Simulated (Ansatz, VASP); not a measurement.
## Nb in VASP and in Ansatz

INCAR

```
SYSTEM = Nb
PREC = Accurate
ENCUT = 520
EDIFF = 1E-6
ISMEAR = -1
SIGMA = 0.03
LREAL = .False.
LASPH = .True.
NELM = 80
ALGO = Normal
ISIF = 2
LWAVE = .False.
LCHARG = .False.
GGA = CA
NBANDS = 12
```

File KPOINTS:

```
Automatic mesh
0
Gamma
  13 13 13
  0 0 0
```

Contents of POSCAR:

```
Nb
1.0
    0.0000000000      2.1150000000      2.1361500000
    2.1150000000      0.0000000000      2.1361500000
    2.1150000000      2.1150000000      0.0000000000
Nb
1
Direct
    0.0000000000      0.0000000000      0.0000000000
```

Input for Ansatz:

```yaml
crystal:
  lattice:
    - [0.0, 2.115, 2.13615]
    - [2.115, 0.0, 2.13615]
    - [2.115, 2.115, 0.0]
  atoms:
    - { symbol: Nb, position: [0.0, 0.0, 0.0] }
kpoints:
  mp_grid: { grid: [13, 13, 13] }
  band_path:
    path:
      - [0.0, 0.0, 0.0]
      - [0.0, 0.5, 0.5]
      - [0.25, 0.75, 0.5]
      - [0.0, 0.5, 0.0]
      - [0.0, 0.0, 0.0]
      - [0.5, 0.5, 0.0]
      - [0.3725370062, 0.6274629938, 0.0]
      - [-0.3725370062, 0.3725370062, 0.0]
      - [0.0, 0.0, 0.0]
    npoints: 5
scf:
  occupations: { method: fermi_dirac, width: 0.03 }
hamiltonian:
  xc: lda
  pseudopotentials: { kind: all_electron, lapw: { basis_error: 0.0005 } }
output:
  forces: true
  stress: true
  eigenvalues: true
```

Change from the starting cell: zz strain of +1 %.

Alike in both runs: task single point; functional LDA; k mesh 13 × 13 × 13; occupations fermi-dirac, width 0.03 eV; no spin polarisation.

|  | VASP | Ansatz |
| --- | --- | --- |
| version | VASP 6.6.1 | Ansatz 0.2.0 |
| potentials or method | VASP PAW LDA potentials, release 64 (Nb_sv) | all-electron LAPW, scalar-relativistic |
| plane-wave cutoff (eV) | 520 | see its input |

VASP gave:

```
pressure (GPa)                                  : -11.9
largest component of the traceless stress (GPa) : 1.80
```

What did Ansatz give for the same quantities?

Pressure (GPa): -11.8; largest component of the traceless stress (GPa): 1.79.

Ansatz ran all-electron here, so the differences hold the error of VASP's frozen core and of both bases.
